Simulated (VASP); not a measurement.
# Cu (Fm-3m) in VASP: further runs

Runs on Cu. Level: PBE. Tasks: relaxation of cell and atoms.

Program: VASP 6.6.1. These are calculated values, not measurements. Logs are shortened: lines on timing, memory, paths and dates and some standing lists are left out, and cuts for length are marked.

### Step 1. Starting point

Symmetry: Fm-3m, No. 225, cubic system. The conventional cell has a = 3.615 Å, b = 3.615 Å, c = 3.615 Å, α = 90.00°, β = 90.00°, γ = 90.00°. Around Cu (site symmetry m-3m) lie 12 Cu at 2.56 Å.

### Step 2. Relaxation of cell and atoms, PBE

INCAR reads:

```
PREC = Accurate
ENCUT = 520
EDIFF = 1E-7
ISMEAR = 0
SIGMA = 0.1
LREAL = F
LASPH = T
NELM = 100
ALGO = Normal
ISIF = 3
LWAVE = F
LCHARG = F
GGA = PE
IBRION = 2
NSW = 80
EDIFFG = -0.002
```

KPOINTS reads:

```
regular mesh
0
Gamma
  6 6 6
```

POSCAR reads:

```
Cu
1.0
    0.0000000000      1.8075000000      1.8075000000
    1.8075000000      0.0000000000      1.8075000000
    1.8075000000      1.8075000000      0.0000000000
Cu
1
Direct
    0.0000000000      0.0000000000      0.0000000000
```

Potentials or basis: VASP PAW PBE potentials, release 64 (Cu).

Run with:

```console
$ cat potpaw_PBE.64/Cu/POTCAR > POTCAR
$ mpirun -np 1 vasp_std > vasp.out
```

OUTCAR:

```text
PREC = Accurate
   ENCUT = 520
   EDIFF = 1E-7
   ISMEAR = 0
   LREAL = F
   LASPH = T
   NELM = 100
   ISIF = 3
   GGA = PE
   IBRION = 2
   NSW = 80
   EDIFFG = -0.002

 ion  position               nearest neighbor table
   1  0.000  0.000  0.000-

  LATTYP: Found a face centered cubic cell.
 ALAT       =     3.6150000000

  Lattice vectors:

 A1 = (   0.0000000000,   1.8075000000,   1.8075000000)
 A2 = (   1.8075000000,   0.0000000000,   1.8075000000)
 A3 = (   1.8075000000,   1.8075000000,   0.0000000000)

Analysis of symmetry for initial positions (statically):
=====================================================================
 Subroutine PRICEL returns:
 Original cell was already a primitive cell.

 Routine SETGRP: Setting up the symmetry group for a
 face centered cubic supercell.

 Subroutine GETGRP returns: Found 48 space group operations
 (whereof 48 operations were pure point group operations)
 out of a pool of 48 trial point group operations.

The static configuration has the point symmetry O_h .

Analysis of symmetry for dynamics (positions and initial velocities):
=====================================================================
 Subroutine PRICEL returns:
 Original cell was already a primitive cell.

 Routine SETGRP: Setting up the symmetry group for a
 face centered cubic supercell.

 Subroutine GETGRP returns: Found 48 space group operations
 (whereof 48 operations were pure point group operations)
 out of a pool of 48 trial point group operations.

The dynamic configuration has the point symmetry O_h .

 Subroutine INISYM returns: Found 48 space group operations
 (whereof 48 operations are pure point group operations),
 and found     1 'primitive' translations

----------------------------------------------------------------------------------------

                                     Primitive cell

  volume of cell :      11.8104

  direct lattice vectors                    reciprocal lattice vectors
     0.000000000  1.807500000  1.807500000    -0.276625173  0.276625173  0.276625173
     1.807500000  0.000000000  1.807500000     0.276625173 -0.276625173  0.276625173
     1.807500000  1.807500000  0.000000000     0.276625173  0.276625173 -0.276625173

  length of vectors
     2.556191014  2.556191014  2.556191014     0.479128854  0.479128854  0.479128854

  position of ions in fractional coordinates (direct lattice)
     0.000000000  0.000000000  0.000000000

  ion indices of the primitive-cell ions
   primitive index   ion index
                 1           1

----------------------------------------------------------------------------------------

 KPOINTS: regular mesh

Automatic generation of k-mesh.
 Grid dimensions read from file:
 generate k-points for:    6    6    6

 Generating k-lattice:

  Cartesian coordinates                     Fractional coordinates (reciprocal lattice)
    -0.046104195  0.046104195  0.046104195     0.166666667  0.000000000  0.000000000
     0.046104195 -0.046104195  0.046104195     0.000000000  0.166666667  0.000000000
     0.046104195  0.046104195 -0.046104195     0.000000000  0.000000000  0.166666667

  Length of vectors
     0.079854809  0.079854809  0.079854809

  Shift w.r.t. Gamma in fractional coordinates (k-lattice)
     0.000000000  0.000000000  0.000000000

 Subroutine IBZKPT returns following result:
 ===========================================

 Found     16 irreducible k-points:

 Following reciprocal coordinates:
            Coordinates               Weight
  0.000000  0.000000  0.000000      1.000000
  0.166667  0.000000  0.000000      8.000000
  0.333333  0.000000  0.000000      8.000000
  0.500000  0.000000  0.000000      4.000000
  0.166667  0.166667  0.000000      6.000000
  0.333333  0.166667  0.000000     24.000000
[... 8 lines left out ...]
 -0.333333  0.333333  0.166667     24.000000
 -0.333333  0.500000  0.166667     12.000000
   k-points           NKPTS =     16   k-points in BZ     NKDIM =     16   number of bands    NBANDS=      9
   number of dos      NEDOS =    301   number of ions     NIONS =      1
   total plane-waves  NPLWV =   8000
   dimension x,y,z NGX =    20 NGY =   20 NGZ =   20
   dimension x,y,z NGXF=    40 NGYF=   40 NGZF=   40
   ions per type =               1
   NGX,Y,Z   is equivalent  to a cutoff of  13.01, 13.01, 13.01 a.u.
   NGXF,Y,Z  is equivalent  to a cutoff of  26.01, 26.01, 26.01 a.u.
 SYSTEM =  unknown system
   PREC   = accura    normal or accurate (medium, high low for compatibility)
   ISTART =      0    job   : 0-new  1-cont  2-samecut
   ICHARG =      2    charge: 1-file 2-atom 10-const
   ISPIN  =      1    spin polarized calculation?
   LNONCOLLINEAR =      F non collinear calculations
   LSORBIT =      F    spin-orbit coupling
   LASPH  =      T    aspherical Exc in radial PAW
   ENCUT  =  520.0 eV  38.22 Ry    6.18 a.u.   4.75  4.75  4.75*2*pi/ulx,y,z
   NELM   =    100;   NELMIN=  2; NELMDL= -5     # of ELM steps
   EDIFF  = 0.1E-06   stopping-criterion for ELM
   LREAL  =      F    real-space projection
   EDIFFG = -.2E-02   stopping-criterion for IOM
   NSW    =     80    number of steps for IOM
   IBRION =      2    ionic relax: 0-MD 1-quasi-New 2-CG
   NFREE  =      1    steps in history (QN), initial steepest desc. (CG)
   ISIF   =      3    stress and relaxation
   ISYM   =      2    0-nonsym 1-usesym 2-fastsym
   POTIM  = 0.5000    time-step for ionic-motion
   TEBEG  =    0.0;   TEEND  =   0.0 temperature during run
   PSTRESS=    0.0 pullay stress
   NELECT =      11.0000    total number of electrons
   NUPDOWN=      -1.0000    fix difference up-down
   EMIN   =  10.00;   EMAX   =-10.00  energy-range for DOS
   EFERMI =   0.00;   METHOD = LEGACY
   ISMEAR =     0;   SIGMA  =   0.10  broadening in eV -4-tet -1-fermi 0-gaus
   EFERMI_NEDOS =   21; number of points for ismear=-14 and -15
   IALGO  =     38    algorithm
   IMIX   =      4    mixing-type and parameters
     AMIX     =   0.40;   BMIX     =  1.00
     AMIX_MAG =   1.60;   BMIX_MAG =  1.00
  volume/ion in A,a.u.               =      11.81        79.70
  Fermi-wavevector in a.u.,A,eV,Ry     =   1.598763  3.021224 34.777078  2.556043
  Thomas-Fermi vector in A             =   2.696162
   LORBIT       =      0    0 simple, 1 ext, 2 COOP (PROOUT), +10 PAW based schemes
   GGA     = PE    functional components
   LHFCALC =     F    Hartree Fock is set to
   AEXX    =    0.0000 exact exchange contribution
   IVDW    =     0    specifies the selected vdW correction
   LEPSILON=     F    determine dielectric tensor
   LRPA    =     F    only Hartree local field effects (RPA)
 conjugate gradient relaxation of ions
 non-spin polarized calculation
 Gauss-broadening in eV      SIGMA  =   0.10
  energy-cutoff  :      520.00
  volume of cell :       11.81
 maximum number of plane-waves:       332
   NGX =  9   NGY =  9   NGZ =  9

--------------------------------------- Ionic step        1  -------------------------------------------

 number of electron      11.0000001 magnetization

 Free energy of the ion-electron system (eV)
  ---------------------------------------------------
  ext. energy  EPLUGINS =         0.00000000
  ---------------------------------------------------
  free energy    TOTEN  =        -3.66569900 eV

  energy without entropy =       -3.65973992  energy(sigma->0) =       -3.66271946

------------------------ aborting loop because EDIFF is reached ----------------------------------------

  FORCE on cell =-STRESS in cart. coord.  units (eV):
  Direction    XX          YY          ZZ          XY          YZ          ZX
  --------------------------------------------------------------------------------------
  -------------------------------------------------------------------------------------
  Total        0.2528719      0.2528719      0.2528719     -0.0000000     -0.0000000      0.0000000
  in kB       34.3041201     34.3041201     34.3041201     -0.0000000     -0.0000000      0.0000000
  external PRESSURE =      34.3041201 kB  Pullay stress =       0.0000000 kB

 VOLUME and BASIS-vectors are now :
 -----------------------------------------------------------------------------
  energy-cutoff  :      520.00
  volume of cell :       11.81
      direct lattice vectors                 reciprocal lattice vectors
     0.000000000  1.807500000  1.807500000    -0.276625173  0.276625173  0.276625173
     1.807500000  0.000000000  1.807500000     0.276625173 -0.276625173  0.276625173
     1.807500000  1.807500000  0.000000000     0.276625173  0.276625173 -0.276625173
[... 36 lines left out ...]
 POSITION                                       TOTAL-FORCE (eV/Angst)
 -----------------------------------------------------------------------------------
      1.82955     -0.00000      1.82955        -0.000000      0.000000     -0.000000
 -----------------------------------------------------------------------------------
    total drift:                               -0.000000      0.000000     -0.000000

  FREE ENERGIE OF THE ION-ELECTRON SYSTEM (eV)
  ---------------------------------------------------
  free  energy   TOTEN  =        -3.6677057301 eV

  energy  without entropy=       -3.6617460947  energy(sigma->0) =       -3.66472591

--------------------------------------- Ionic step        3  -------------------------------------------

 number of electron      10.9999994 magnetization

 Free energy of the ion-electron system (eV)
  ---------------------------------------------------
  ext. energy  EPLUGINS =         0.00000000
  ---------------------------------------------------
  free energy    TOTEN  =        -3.66859746 eV

  energy without entropy =       -3.66263806  energy(sigma->0) =       -3.66561776

 E-fermi :   7.2294     XC(G=0): -12.5924

 val. band max:        7.2068826454   @ k =   0.5000   0.3333   0.1667
 cond. band min:       7.7664428859   @ k =   0.5000   0.1667   0.0000
 fundamental gap:      0.5595602405
 Fermi energy:         7.2294165247

 k-point     1 :       0.0000    0.0000    0.0000
  band No.  band energies     occupation
      1      -1.8747      2.00000
      2       4.3403      2.00000
      3       4.3403      2.00000
      4       4.3403      2.00000
      5       5.1329      2.00000
      6       5.1329      2.00000
      7      29.7101      0.00000
      8      32.1732      0.00000
      9      32.1732      0.00000

 k-point     2 :       0.1667    0.0000    0.0000
  band No.  band energies     occupation
      1      -0.9018      2.00000
      2       4.1730      2.00000
      3       4.4739      2.00000
      4       4.4739      2.00000
      5       5.1084      2.00000
      6       5.1084      2.00000
      7      23.7083      0.00000
      8      30.0975      0.00000
      9      30.5095      0.00000
[... 188 lines left out ...]
 POSITION                                       TOTAL-FORCE (eV/Angst)
 -----------------------------------------------------------------------------------
      0.00000      0.00000      0.00000         0.000000      0.000000      0.000000
 -----------------------------------------------------------------------------------
    total drift:                                0.000000      0.000000      0.000000

  FREE ENERGIE OF THE ION-ELECTRON SYSTEM (eV)
  ---------------------------------------------------
  free  energy   TOTEN  =        -3.6685974622 eV

  energy  without entropy=       -3.6626380640  energy(sigma->0) =       -3.66561776

 reached required accuracy - stopping structural energy minimisation
```

It took 3.6 s on 1 thread of Intel Xeon 6975P-C (Granite Rapids), shared host; peak memory 0.12 GiB.

What came out:

| Quantity | Value |
| --- | --- |
| Free energy | -3.6686 eV |
| Relaxed volume | 12.09 Å³/atom |
| Relaxed cell | a = 2.576 Å, b = 2.576 Å, c = 2.576 Å, α = 60.00°, β = 60.00°, γ = 60.00° |
| Space group after relaxing (to 0.05 Å) | Fm-3m (No. 225) |
| Energy gained by relaxing | 2.9 meV/atom |
| Ionic steps | 3 |
| Pressure after relaxing | 0.0 GPa |
| Band gap on the k mesh | none (metal or under the smearing width) |

Step by step:
| step | energy change (eV) | largest force (eV/Å) | pressure (GPa) | volume (Å³) |
| --- | --- | --- | --- | --- |
| 1 | 0.0000 | 0.0000 | 3.43 | 11.81 |
| 2 | -0.0020 | 0.0000 | -1.75 | 12.25 |
| 3 | -0.0029 | 0.0000 | 0.01 | 12.09 |

Final structure:
```cif
data_structure
_symmetry_space_group_name_H-M 'P 1'
_symmetry_Int_Tables_number 1
_cell_length_a 2.5761
_cell_length_b 2.5761
_cell_length_c 2.5761
_cell_angle_alpha 60.000
_cell_angle_beta 60.000
_cell_angle_gamma 60.000
_cell_volume 12.09
loop_
_atom_site_label
_atom_site_type_symbol
_atom_site_fract_x
_atom_site_fract_y
_atom_site_fract_z
_atom_site_occupancy
Cu1 Cu 0.00000 0.00000 0.00000 1
```

Levels at points of the mesh, in eV from the Fermi level:
```
           k point  band 2  band 3  band 4  band 5  band 6  band 7  band 8  band 9
(0.00, 0.00, 0.00)   -2.89   -2.89   -2.89   -2.10   -2.10   22.48   24.94   24.94
(0.50, 0.00, 0.00)   -2.92   -2.92   -1.55   -1.55   -0.86    3.71   20.98   21.78
(0.50, 0.50, 0.00)   -4.23   -1.57   -1.41   -1.41    1.59    7.02   12.97   12.97
```

Caveat: the k mesh is coarse (spacing up to 0.50 Å⁻¹), so the values aren't converged.

### Step 3. Relaxation of cell and atoms, PBE

This run uses another cell than the first one, of 12.09 Å³/atom, 1.023 times its volume.

INCAR is that of step 2.

KPOINTS is that of step 2.

POSCAR reads:

```
Cu                                      
1.0
   -0.0000000000      1.8215481373      1.8215481373
    1.8215481373     -0.0000000000      1.8215481373
    1.8215481373      1.8215481373      0.0000000000
  Cu            
     1
Direct
     0.0000000000000000    0.0000000000000000    0.0000000000000000
```

Potentials or basis: VASP PAW PBE potentials, release 64 (Cu).

Run with:

```console
$ cat potpaw_PBE.64/Cu/POTCAR > POTCAR
$ mpirun -np 1 vasp_std > vasp.out
```

OUTCAR:

```text
PREC = Accurate
   ENCUT = 520
   EDIFF = 1E-7
   ISMEAR = 0
   LREAL = F
   LASPH = T
   NELM = 100
   ISIF = 3
   GGA = PE
   IBRION = 2
   NSW = 80
   EDIFFG = -0.002

 ion  position               nearest neighbor table
   1  0.000  0.000  0.000-

  LATTYP: Found a face centered cubic cell.
 ALAT       =     3.6430962746

  Lattice vectors:

 A1 = (   0.0000000000,   1.8215481373,   1.8215481373)
 A2 = (   1.8215481373,   0.0000000000,   1.8215481373)
[... 411 lines left out ...]

------------------------ aborting loop because EDIFF is reached ----------------------------------------

  FORCE on cell =-STRESS in cart. coord.  units (eV):
  Direction    XX          YY          ZZ          XY          YZ          ZX
  --------------------------------------------------------------------------------------
  -------------------------------------------------------------------------------------
  Total       -0.0018562     -0.0018562     -0.0018562      0.0000000     -0.0000000     -0.0000000
  in kB       -0.2458499     -0.2458499     -0.2458499      0.0000000     -0.0000000     -0.0000000
  external PRESSURE =      -0.2458499 kB  Pullay stress =       0.0000000 kB

 VOLUME and BASIS-vectors are now :
 -----------------------------------------------------------------------------
  energy-cutoff  :      520.00
  volume of cell :       12.10
      direct lattice vectors                 reciprocal lattice vectors
    -0.000000000  1.821970515  1.821970515    -0.274428151  0.274428151  0.274428151
     1.821970515  0.000000000  1.821970515     0.274428151 -0.274428151  0.274428151
     1.821970515  1.821970515 -0.000000000     0.274428151  0.274428151 -0.274428151

 POSITION                                       TOTAL-FORCE (eV/Angst)
 -----------------------------------------------------------------------------------
      0.00000      0.00000      0.00000        -0.000000     -0.000000     -0.000000
 -----------------------------------------------------------------------------------
    total drift:                                0.000000     -0.000000      0.000000

  FREE ENERGIE OF THE ION-ELECTRON SYSTEM (eV)
  ---------------------------------------------------
  free  energy   TOTEN  =        -3.6687785982 eV

  energy  without entropy=       -3.6628191892  energy(sigma->0) =       -3.66579889

 reached required accuracy - stopping structural energy minimisation
```

OSZICAR:

```text
N       E                     dE             d eps       ncg     rms          rms(c)
DAV:   1     0.370820393163E+02    0.37082E+02   -0.58939E+03   296   0.210E+03
DAV:   2    -0.413430058665E+01   -0.41216E+02   -0.38445E+02   288   0.198E+02
DAV:   3    -0.455172289659E+01   -0.41742E+00   -0.41702E+00   382   0.292E+01
DAV:   4    -0.455409763142E+01   -0.23747E-02   -0.23746E-02   382   0.203E+00
DAV:   5    -0.455412436223E+01   -0.26731E-04   -0.26729E-04   337   0.168E-01    0.760E+00
DAV:   6    -0.404997137134E+01    0.50415E+00   -0.17046E+01   300   0.949E+01    0.395E+00
DAV:   7    -0.368057469053E+01    0.36940E+00   -0.26910E+00   302   0.376E+01    0.561E-01
DAV:   8    -0.367053149112E+01    0.10043E-01   -0.76363E-03   358   0.146E+00    0.315E-01
DAV:   9    -0.366877877836E+01    0.17527E-02   -0.12772E-02   304   0.242E+00    0.317E-02
DAV:  10    -0.366877991179E+01   -0.11334E-05   -0.52311E-05   435   0.146E-01    0.927E-03
DAV:  11    -0.366877886698E+01    0.10448E-05   -0.12165E-06   317   0.228E-02    0.679E-04
DAV:  12    -0.366877885788E+01    0.90990E-08   -0.29849E-08   216   0.322E-03
   1 F= -.36687789E+01 E0= -.36657992E+01  d E =-.366878E+01
       N       E                     dE             d eps       ncg     rms          rms(c)
DAV:   1    -0.366889573466E+01   -0.11687E-03   -0.22620E-03   297   0.122E+00    0.892E-02
DAV:   2    -0.366881931229E+01    0.76422E-04   -0.18489E-03   299   0.961E-01    0.369E-02
DAV:   3    -0.366878120018E+01    0.38112E-04   -0.30221E-04   298   0.399E-01    0.126E-02
DAV:   4    -0.366877853743E+01    0.26627E-05   -0.42692E-06   372   0.259E-02    0.516E-04
DAV:   5    -0.366877859822E+01   -0.60783E-07   -0.16094E-08   158   0.188E-03
   2 F= -.36687786E+01 E0= -.36657989E+01  d E =0.259667E-06
```

Run time: 2.4 s. Hardware: 1 thread of Intel Xeon 6975P-C (Granite Rapids), shared host; peak memory 0.11 GiB.

Results:

| Property | Result |
| --- | --- |
| Free energy | -3.6688 eV |
| Relaxed volume | 12.10 Å³/atom |
| Relaxed cell | a = 2.577 Å, b = 2.577 Å, c = 2.577 Å, α = 60.00°, β = 60.00°, γ = 60.00° |
| Space group after relaxing (to 0.05 Å) | Fm-3m (No. 225) |
| Energy gained by relaxing | 0.0 meV/atom |
| Ionic steps | 2 |
| Pressure after relaxing | 0.0 GPa |
| Band gap on the k mesh | none (metal or under the smearing width) |

Final structure:
```yaml
crystal:
  lattice:
    - [0.00000, 1.82197, 1.82197]
    - [1.82197, 0.00000, 1.82197]
    - [1.82197, 1.82197, 0.00000]
  atoms:
    - { symbol: Cu, position: [0.00000, 0.00000, 0.00000] }
```

Caveat: the k mesh is coarse (spacing up to 0.50 Å⁻¹), so the values aren't converged.
